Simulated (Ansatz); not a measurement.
Level of theory: Ansatz 0.2.0, DFT PBE, scalar-relativistic, plane waves, PAW. Settings: cutoff 420 eV, Γ-centred meshes spaced at most about 0.3 Å⁻¹, and about 0.25 Å⁻¹ or finer for metals (2π included), Gaussian smearing. No spin polarisation in the final relaxations.

Temperature and zero-point effects are left out.

Two relaxed structures of GePt:

A.

Space group Fm-3m (No. 225). a = 5.212 Å, b = 5.212 Å, c = 5.212 Å, α = 90.00°, β = 90.00°, γ = 90.00°
| atom | site | symmetry | x | y | z |
| --- | --- | --- | --- | --- | --- |
| Ge | 4b | m-3m | 0.5000 | 0.0000 | 0.0000 |
| Pt | 4a | m-3m | 0.0000 | 0.0000 | 0.0000 |

B.

Space group F-43m (No. 216). a = 5.628 Å, b = 5.628 Å, c = 5.628 Å, α = 90.00°, β = 90.00°, γ = 90.00°
```csv
atom,site,symmetry,x,y,z
Ge,4a,-43m,0.0000,0.0000,0.0000
Pt,4c,-43m,0.2500,0.2500,0.2500
```

**Question.** Which is lower in energy, and by how much?

**Answer.** They are level within the accuracy (4 meV/atom apart, with A the lower in these runs). A has the rock salt type, space group Fm-3m (No. 225), 17.7 Å³/atom and no gap on its mesh; B has the zinc blende type, space group F-43m (No. 216), 22.3 Å³/atom and no gap. Counting Ge atoms around Pt (those within 1.25 times the shortest such distance or 1.15 times the sum of covalent radii, 1.27 where that leaves under three), A has Pt 6 and B has Pt 4. Both come from invented guesses. The part of the Crystallography Open Database at hand lists GePt in space group No. 62, which no cell shown has.

The k mesh leaves some 4 meV/atom of noise in the energy of each metallic cell. Spin–orbit coupling, which can matter for Pt, is left out. Cells relaxed within their symmetry can be saddle points.

The near-tie in energy probably reflects a trade-off between the number and strength of bonds: Pt has 6 Ge neighbours in A but only 4 in B, where the Ge–Pt contacts are shorter. Neither arrangement has a clear electronic advantage. Ge and Pt differ little in electronegativity, so rock salt gains little ionic stabilisation, and the pair has too few valence electrons to fill both the Pt d shell and the bonding states of a tetrahedral octet compound, consistent with the missing gap in B.

The volumes separate the two more clearly than the energies do. At 17.7 against 22.3 Å³/atom, compression should favour A.

The near-degeneracy doesn't suggest that either type is a likely ground state. The known orthorhombic form of GePt is of the MnP type, a distorted relative of nickel arsenide that allows closer Pt–Pt contacts than either cubic cell, and this suggests that metal–metal bonding helps to stabilise it.
